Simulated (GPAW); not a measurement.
Wanted: an ASE script for a GPAW 26.7.0 run.

| Quantity | Value |
| --- | --- |
| Task | dielectric tensor |
| Functional | LDA |
| Potentials or basis | the program's PAW data sets (release 1.2.1) made for this functional |
| Cutoff | 600 eV |
| Basis | pw |
| k mesh | 10 × 10 × 5 |
| Occupations | fermi-dirac, width 0.001 eV |
| Spin | no spin polarisation |
| Response ecut | 80 eV |
| Maxiter | 150 |
| Response k mesh | 21 × 21 × 11 |
| Response bands | 48 |
| Kernels | ["RPA", "LR0.1", "ALDA_X"] |
| Coarser k mesh | 15 × 15 × 8 |

The system is BN.

```
CELL_PARAMETERS angstrom
2.55394 0.00000 0.00000
-1.27697 2.21178 0.00000
0.00000 0.00000 4.22685
ATOMIC_POSITIONS crystal
N 0.33333 0.66667 0.12528
N 0.66667 0.33333 0.62528
B 0.33333 0.66667 0.49972
B 0.66667 0.33333 0.99972
```

Measurements of this composition are mostly on another form, of space group No. 194.

These files were run (other wordings do the same):

run.py

```python
import numpy as np
from ase import Atoms
from ase.dft.bandgap import bandgap
from ase.io import write
from gpaw import GPAW, PW
from gpaw.response.df import DielectricFunction

atoms = Atoms(['N', 'N', 'B', 'B'],
              cell=[[2.5539396017, 0.0, 0.0],
                    [-1.2769698009, 2.2117765748, 0.0],
                    [0.0, 0.0, 4.226855]],
              scaled_positions=[[0.3333333333, 0.6666666667, 0.125276],
                                [0.6666666667, 0.3333333333, 0.625276],
                                [0.3333333333, 0.6666666667, 0.499724],
                                [0.6666666667, 0.3333333333, 0.999724]],
              pbc=True)

calc = GPAW(mode=PW(600),
            xc='LDA',
            kpts={'size': (10, 10, 5), 'gamma': True},
            occupations={'name': 'fermi-dirac', 'width': 0.001},
            nbands=18,
            convergence={'density': 1e-06},
            maxiter=150,
            txt='gpaw.txt')
atoms.calc = calc
energy = atoms.get_potential_energy()
calc.write('gs.gpw')
write('result.traj', atoms)
print(f'Energy: {energy:.6f} eV')
print('Fermi level:', round(calc.get_fermi_level(), 4), 'eV')
print(f'Gap: {bandgap(calc)[0]:.4f} eV, direct: {bandgap(calc, direct=True)[0]:.4f} eV')

for size in [(15, 15, 8), (21, 21, 11)]:
    name = 'x'.join(str(n) for n in size)
    dense = calc.fixed_density(kpts={'size': size, 'gamma': True},
                               nbands=54, convergence={'bands': 48, 'eigenstates': 1e-7},
                               update_fermi_level=True, txt=f'dense-{name}.txt')
    dense.write(f'{name}.gpw', mode='all')
    df = DielectricFunction(f'{name}.gpw', frequencies=np.array([0.0]), hilbert=False, eta=0.001,
                            ecut=80, nbands=48, intraband=False, txt=f'df-{name}.txt')
    for xc in ['RPA', 'LR0.1', 'ALDA_X']:
        for direction in ['x', 'y', 'z', [0, 1, 1], [1, 0, 1], [1, 1, 0]]:
            e0, e = df.get_macroscopic_dielectric_constant(xc=xc, direction=direction)
            print(f'{name} {xc} {direction}: {e0:.4f} without, {e:.4f} with local fields')
```

Potentials or basis: the program's PAW data sets (release 1.2.1) made for this functional, pw.

Command:

```bash
$ OMP_NUM_THREADS=1 python run.py
```

It gave:

| Quantity | Value |
| --- | --- |
| Band gap on the k mesh | 5.16 eV, indirect (least direct gap 8.09 eV) |
| Electronic dielectric tensor (diagonal) | 4.52, 4.52, 4.69 |

Caveat: the long-wavelength limit can be off by a per cent or two; an odd mesh through Γ misses points on the zone boundary, where band edges often lie.

Run time: 11 min on 1 thread of Arm Neoverse V2 (shared host), peak memory 0.88 GiB.
